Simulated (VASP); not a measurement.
# GaP (F-43m) in VASP: notebook, part 2 of 2

VASP 6.6.1. The steps go on from the part before.

## Step 4: G0W0 quasiparticle levels, PBE

The input, POSCAR:

```
GaP
1.0
    0.0000000000      2.7252500000      2.7252500000
    2.7252500000      0.0000000000      2.7252500000
    2.7252500000      2.7252500000      0.0000000000
Ga P
1 1
Direct
    0.0000000000      0.0000000000      0.0000000000
    0.7500000000      0.7500000000      0.7500000000
```

The input, INCAR.step1:

```
PREC = Accurate ; ENCUT = 450
EDIFF = 1E-8 ; ISMEAR = 0
SIGMA = 0.01 ; LREAL = False
LASPH = True ; NELM = 100
ALGO = Fast ; LWAVE = True
LCHARG = False ; GGA = PE
```

The input, INCAR.step2:

```
PREC = Accurate ; ENCUT = 450
EDIFF = 1E-8 ; ISMEAR = 0
SIGMA = 0.01 ; LREAL = False
LASPH = True ; NELM = 1
ALGO = Exact ; LWAVE = True
LCHARG = False ; GGA = PE
NBANDS = 251 ; LOPTICS = True
ISTART = 1
```

The input, INCAR.step3:

```
PREC = Accurate ; ENCUT = 450
EDIFF = 1E-8 ; ISMEAR = 0
SIGMA = 0.01 ; LREAL = False
LASPH = True ; ALGO = EVGW0
LWAVE = False ; LCHARG = False
GGA = PE ; NELMGW = 1
NBANDS = 251 ; ENCUTGW = 150
NOMEGA = 48 ; PRECFOCK = Fast
ISTART = 1 ; NBANDSGW = 17
```

The input, KPOINTS:

```
Automatic mesh
0
Gamma
  3 3 3
```

Potentials or basis: VASP PAW PBE potentials, release 64 (Ga_d_GW, P_GW).

Run with:

```sh
cat potpaw_PBE.64/Ga_d_GW/POTCAR potpaw_PBE.64/P_GW/POTCAR > POTCAR
cp INCAR.step1 INCAR
mpirun -np 1 vasp_std > vasp.out
cp INCAR.step2 INCAR
mpirun -np 1 vasp_std > vasp.out
cp INCAR.step3 INCAR
mpirun -np 1 vasp_std > vasp.out
```

OUTCAR:

```text
PREC = Accurate
   ENCUT = 450
   EDIFF = 1E-8
   ISMEAR = 0
   LREAL = False
   LASPH = True
   GGA = PE
   NELMGW = 1
   ENCUTGW = 150
   PRECFOCK = Fast
   ISTART = 1

 Found      4 irreducible k-points:

 Following reciprocal coordinates:
            Coordinates               Weight
  0.000000  0.000000  0.000000      1.000000
  0.333333  0.000000  0.000000      8.000000
  0.333333  0.333333  0.000000      6.000000
 -0.333333  0.333333  0.000000     12.000000
   k-points           NKPTS =      4   k-points in BZ     NKDIM =     27   number of bands    NBANDS=    251
   number of dos      NEDOS =    301   number of ions     NIONS =      2
   total plane-waves  NPLWV =  21952
   dimension x,y,z NGX =    28 NGY =   28 NGZ =   28
   dimension x,y,z NGXF=    56 NGYF=   56 NGZF=   56
   ions per type =               1   1
   NGX,Y,Z   is equivalent  to a cutoff of  12.08, 12.08, 12.08 a.u.
   NGXF,Y,Z  is equivalent  to a cutoff of  24.16, 24.16, 24.16 a.u.
 SYSTEM =  unknown system
   PREC   = accura    normal or accurate (medium, high low for compatibility)
   ISTART =      1    job   : 0-new  1-cont  2-samecut
   ICHARG =      0    charge: 1-file 2-atom 10-const
   ISPIN  =      1    spin polarized calculation?
   LNONCOLLINEAR =      F non collinear calculations
   LSORBIT =      F    spin-orbit coupling
   LASPH  =      T    aspherical Exc in radial PAW
   ENCUT  =  450.0 eV  33.07 Ry    5.75 a.u.   6.67  6.67  6.67*2*pi/ulx,y,z
   NELM   =     60;   NELMIN=  2; NELMDL=  0     # of ELM steps
   EDIFF  = 0.1E-07   stopping-criterion for ELM
   LREAL  =      F    real-space projection
   EDIFFG = 0.1E-06   stopping-criterion for IOM
   NSW    =      0    number of steps for IOM
   IBRION =     -1    ionic relax: 0-MD 1-quasi-New 2-CG
   NFREE  =      0    steps in history (QN), initial steepest desc. (CG)
   ISIF   =      0    stress and relaxation
   ISYM   =      3    0-nonsym 1-usesym 2-fastsym
   POTIM  = 0.5000    time-step for ionic-motion
   TEBEG  =    0.0;   TEEND  =   0.0 temperature during run
   PSTRESS=    0.0 pullay stress
   NELECT =      18.0000    total number of electrons
   NUPDOWN=      -1.0000    fix difference up-down
   EMIN   =  10.00;   EMAX   =-10.00  energy-range for DOS
   EFERMI =   0.00;   METHOD = LEGACY
   ISMEAR =     0;   SIGMA  =   0.01  broadening in eV -4-tet -1-fermi 0-gaus
   EFERMI_NEDOS =   21; number of points for ismear=-14 and -15
   IALGO  =     38    algorithm
   IMIX   =      4    mixing-type and parameters
     AMIX     =   0.40;   BMIX     =  1.00
     AMIX_MAG =   1.60;   BMIX_MAG =  1.00
  volume/ion in A,a.u.               =      20.24       136.59
  Fermi-wavevector in a.u.,A,eV,Ry     =   1.249538  2.361284 21.243377  1.561344
  Thomas-Fermi vector in A             =   2.383574
   LORBIT       =      0    0 simple, 1 ext, 2 COOP (PROOUT), +10 PAW based schemes
   GGA     = PE    functional components
   LHFCALC =     T    Hartree Fock is set to
   PRECFOCK=fast      Normal, Fast or Accurate (Low or Medium for compatibility)
   ENCUT4O =  -1.0   cutoff for four orbital integrals eV
   NKREDX  =     1    reduce k-point grid by
   NKREDY  =     1    reduce k-point grid by
   NKREDZ  =     1    reduce k-point grid by
   AEXX    =    1.0000 exact exchange contribution
   HFSCREEN=    0.0000 screening length (either q_TF or 0.3 A-1)
   HFSCREENC=   0.0000 screening length for correlation (either q_TF or 0.3 A-1)
   ENCUTFOCK=  -1.0 apply spherical cutoff to Coloumb kernel
   IVDW    =     0    specifies the selected vdW correction
   LEPSILON=     F    determine dielectric tensor
   LRPA    =     F    only Hartree local field effects (RPA)
   LRPAFORCE           =     F    calculate RPA forces
   ENCUTGW             = 150.0    cutoff for response function in eV
   ENCUTGWSOFT         = 120.0    soft cutoff for Coulomb kernel in GW response function in eV
   ENCUTLF             =  -1.0    cutoff for local field effects
   NELMGW              =     1    number of iterations in solving QP/BSE equation
   NELMHF              =     1    number of iterations in the inner HF iteration
   NKREDLFX            =     1    NKREDLFY  =   1   NKREDLFZ  =   1
 non-spin polarized calculation
 Gauss-broadening in eV      SIGMA  =   0.01
  energy-cutoff  :      450.00
  volume of cell :       40.48
 maximum number of plane-waves:       893
 NGX is ok and might be reduce to    28
  NGX = 16; NGY = 16; NGZ = 16
   NGX = 13   NGY = 13   NGZ = 13
 maximum number of plane-waves:       172

 QP shifts <psi_nk| G(iteration)W_0 |psi_nk>: iteration 1
 for sc-GW calculations column KS-energies equals QP-energies in previous step
 and V_xc(KS)=  KS-energies - (<T + V_ion + V_H > + <T+V_H+V_ion>^1  + <V_x>^1)

 k-point   1 :       0.0000    0.0000    0.0000
  band No.  KS-energies  QP-energies   sigma(KS)   V_xc(KS)     V^pw_x(r,r')   Z            occupation Imag(sigma)

      1     -10.1855     -12.5200     -25.0738     -21.6845     -35.0252       0.6888       2.0000       0.2325
      2     -10.1855     -12.5200     -25.0738     -21.6845     -35.0252       0.6888       2.0000       0.2325
      3     -10.1855     -12.5200     -25.0738     -21.6845     -35.0252       0.6888       2.0000       0.2325
      4     -10.0899     -12.4580     -25.2268     -21.8031     -35.1436       0.6917       2.0000       0.2023
      5     -10.0899     -12.4580     -25.2268     -21.8031     -35.1436       0.6917       2.0000       0.2023
      6      -8.0299      -8.6554     -12.2272     -11.3535     -18.6291       0.7159       2.0000       1.2017
[... 9 lines left out ...]
     16      14.1509      14.3412     -10.5767     -10.8284      -4.9890       0.7561       0.0000      -0.2560
     17      16.8528      16.6443      -8.4358      -8.1664      -2.3911       0.7740       0.0000      -0.5131
[... 46 lines left out ...]
      1     -10.2739     -12.5342     -24.6387     -21.3467     -34.5251       0.6866       2.0000       0.2757
      2     -10.1480     -12.5086     -25.1496     -21.7434     -35.0963       0.6930       2.0000       0.2252
      3     -10.1366     -12.5055     -25.1843     -21.7834     -35.1500       0.6966       2.0000       0.2277
      4     -10.1004     -12.4628     -25.1925     -21.7746     -35.1095       0.6912       2.0000       0.2020
      5     -10.0831     -12.4666     -25.2331     -21.8123     -35.1572       0.6968       2.0000       0.1984
      6      -5.2808      -5.9221     -13.5616     -12.6406     -19.1783       0.6963       2.0000       0.7102
[... 9 lines left out ...]
     16      19.4742      19.3628      -9.3452      -9.1973      -2.7823       0.7535       0.0000      -0.6645
     17      20.2154      20.2550     -10.5830     -10.6356      -3.3956       0.7536       0.0000      -0.9095
```

OUTCAR.step2:

```text
PREC = Accurate
   ENCUT = 450
   EDIFF = 1E-8
   ISMEAR = 0
   LREAL = False
[... 538 lines left out ...]
     0.00000    28.21074    28.21074    28.21074     0.00000    -0.00000    -0.00000
     2.35229    39.34436    39.34436    39.34436     0.00000    -0.00000    -0.00000
     4.70458   -29.78824   -29.78824   -29.78824    -0.00000    -0.00000     0.00000
     7.05687    -9.20327    -9.20327    -9.20327    -0.00000    -0.00000     0.00000
     9.40916    -2.53560    -2.53560    -2.53560    -0.00000    -0.00000    -0.00000
    11.76145    -2.68999    -2.68999    -2.68999    -0.00000    -0.00000     0.00000
[... 92 lines left out ...]
   230.52438     0.98775     0.98775     0.98775    -0.00000    -0.00000     0.00000
   232.87667     0.98804     0.98804     0.98804    -0.00000    -0.00000     0.00000
```

It took 59 s on 1 thread of Intel Xeon 6975P-C (Granite Rapids), shared host; peak memory 0.26 GiB.

These settings aren't checked as converged: the numbers below hold their error.

What came out:

| Quantity | Value |
| --- | --- |
| Band gap on the k mesh, mean-field level | 1.70 eV, indirect (least direct gap 1.80 eV) |
| Quasiparticle gap | 2.30 eV |
| Least direct quasiparticle gap | 2.70 eV |

Caveat: the k mesh is coarse (spacing up to 0.67 Å⁻¹), so the values aren't converged; bands, screening cutoff and mesh are small and nothing is extrapolated, so the quasiparticle values aren't converged; an odd mesh through Γ misses points on the zone boundary, where band edges often lie.
